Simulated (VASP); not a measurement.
Wanted: the native input for a VASP 6.6.1 run.

```
Task                   : single point
Functional             : PBE
Potentials or basis    : VASP PAW PBE potentials, release 64 (Al, Ga_d, N)
Cutoff                 : 520 eV
k mesh                 : 9 × 9 × 12
Occupations            : gaussian, width 0.1 eV
Spin                   : no spin polarisation
Dipole correction      : no
Further INCAR settings : ALGO = Fast; EDIFF = 1e-06; NBANDS = 28
```

The structure of AlGa2N2 lies in POSCAR:

```
AlGa2N2
1.0
    5.7357433706      0.0000000000      0.0000000000
   -2.8678716853      4.9672994685      0.0000000000
    0.0000000000      0.0000000000      3.4793348727
Al Ga N
1 2 2
Direct
    0.0000000000      0.0000000000      0.0000000000
    0.3333333333      0.6666666667      0.0000000000
    0.6666666667      0.3333333333      0.0000000000
    0.3333333333      0.6666666667      0.5000000000
    0.6666666667      0.3333333333      0.5000000000
```

The cell was built by a generator and needn't be a form met in nature.

The cell isn't the ideal one: random cell by space group and Wyckoff sites (P6/mmm, No. 191).

These files were run (other wordings do the same):

INCAR

```
PREC = Accurate
ENCUT = 520
EDIFF = 1E-6
ISMEAR = 0
SIGMA = 0.1
LREAL = F
LASPH = T
NELM = 100
ALGO = Fast
ISIF = 2
LWAVE = F
LCHARG = F
GGA = PE
NBANDS = 28
```

KPOINTS

```
regular mesh
0
Gamma
  9 9 12
```

Potentials or basis: VASP PAW PBE potentials, release 64 (Al, Ga_d, N).

Run with:

```console
$ cat potpaw_PBE.64/Al/POTCAR potpaw_PBE.64/Ga_d/POTCAR potpaw_PBE.64/N/POTCAR > POTCAR
$ mpirun -np 1 vasp_std > vasp.out
```

Results of the run:

```yaml
Pressure: -0.3 GPa
Band_gap_on_the_k_mesh: none (metal or under the smearing width)
```

Run time: 4.8 min on 1 thread of Intel(R) Xeon(R) Platinum 8259CL CPU @ 2.50GHz (Skylake/Cascade Lake) (shared host), peak memory 0.39 GiB.
